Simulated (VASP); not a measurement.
Here is a VASP 6.6.1 calculation.

The input INCAR:

```
SYSTEM = BN
  ALGO = Normal
  EDIFF = 1E-7
  ENCUT = 520
  GGA = PE
  ISIF = 2
  ISMEAR = 0
  LASPH = .True.
  LCHARG = .False.
  LREAL = .False.
  LWAVE = .False.
  NBANDS = 16
  NELM = 100
  PREC = Accurate
  SIGMA = 0.1
```

Contents of KPOINTS:

```
k-points
0
Gamma
  12 12 4
  0 0 0
```

The input POSCAR:

```
BN
1.0
    2.5639710000      0.0000000000      0.0000000000
   -1.2819850000      2.2204640000      0.0000000000
    0.0000000000      0.0000000000      4.1869460000
B N
2 2
Direct
    0.0000000000      0.0000000000      0.0000000000
    0.3333333300      0.6666666700      0.5000000000
    0.0000000000      0.0000000000      0.3750000000
    0.3333333300      0.6666666700      0.8750000000
```

Potentials or basis: VASP PAW PBE potentials, release 64 (B, N).

Command:

```bash
$ cat potpaw_PBE.64/B/POTCAR potpaw_PBE.64/N/POTCAR > POTCAR
$ mpirun -np 1 vasp_std > vasp.out
```

Q: Estimate the largest force.

A: 0.023 eV/Å.

Q: Estimate the band gap on the k mesh.

A: 5.28 eV, indirect (least direct gap 8.19 eV).

Q: What does it give for the pressure?

A: 0.9 GPa.

Forces on the atoms (eV/Å):
```
B    0.000  0.000  0.023
B    0.000  0.000  0.023
N    0.000  0.000 -0.023
N    0.000  0.000 -0.023
```

A k mesh can miss the band edges. A hybrid or GW would open this gap; PBE tends to underestimate it.
